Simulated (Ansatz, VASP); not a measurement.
KCl in VASP and in Ansatz

INCAR

```
ALGO = Normal
EDIFF = 1E-8
ENCUT = 520
GGA = PS
ISIF = 2
ISMEAR = -1
LASPH = T
LCHARG = F
LEFG = T
LREAL = F
LWAVE = F
NBANDS = 15
NELM = 60
PREC = Accurate
SIGMA = 0.02
```

File KPOINTS:

```
k-points
0
Gamma
  7 7 7
```

Contents of POSCAR:

```
KCl
1.0
    3.6340000000     -0.0181700000     -0.0181700000
   -0.0181700000      3.6340000000     -0.0181700000
   -0.0181700000     -0.0181700000      3.6340000000
K Cl
1 1
Direct
    0.0000000000      0.0000000000      0.0000000000
    0.5000000000      0.5000000000      0.5000000000
```

Input for Ansatz:

```yaml
crystal:
  lattice:
    - [3.634, -0.01817, -0.01817]
    - [-0.01817, 3.634, -0.01817]
    - [-0.01817, -0.01817, 3.634]
  atoms:
    - { symbol: K, position: [0.0, 0.0, 0.0] }
    - { symbol: Cl, position: [0.5, 0.5, 0.5] }
kpoints:
  mp_grid: { grid: [7, 7, 7] }
scf:
  occupations: { method: fermi_dirac, width: 0.02 }
hamiltonian:
  xc: pbesol
  pseudopotentials: { kind: paw }
output:
  forces: true
  stress: true
  eigenvalues: true
  efg: { contact_densities: true }
```

Change from the starting cell: equal xy, yz and zx shear strains of -1 %, PAW files.

Alike in both runs: task electric field gradients; functional PBEsol; k mesh 7 × 7 × 7; occupations fermi-dirac, width 0.02 eV; no spin polarisation.

```csv
,VASP,Ansatz
version,VASP 6.6.1,Ansatz 0.2.0
potentials or method,"VASP PAW PBE potentials, release 64 (K_sv, Cl)","PAW with Ansatz's default frozen-core files, scalar-relativistic"
plane-wave cutoff (eV),520,420
valence electrons in the cell,16,16
```

|  | VASP | Ansatz | Ansatz less VASP |
| --- | --- | --- | --- |
| gap on the k mesh at the Fermi level (eV) | 5.40 | 5.40 | +0.005 |
| pressure (GPa) | 2.4 | 2.3 | -0.09 |
| largest component of the traceless stress (GPa) | 0.15 | 0.14 | -0.004 |
| Vzz of the field gradient on the site that differs most (V/Å²) | -0.8 | -0.8 | +0.04 |

With one functional, cell and mesh, what is left measures potentials, basis and numerics.

Caveats: the PAW data sets were made with another functional, which shifts forces and pressure a little (VASP); an odd mesh through Γ misses points on the zone boundary, where band edges often lie.
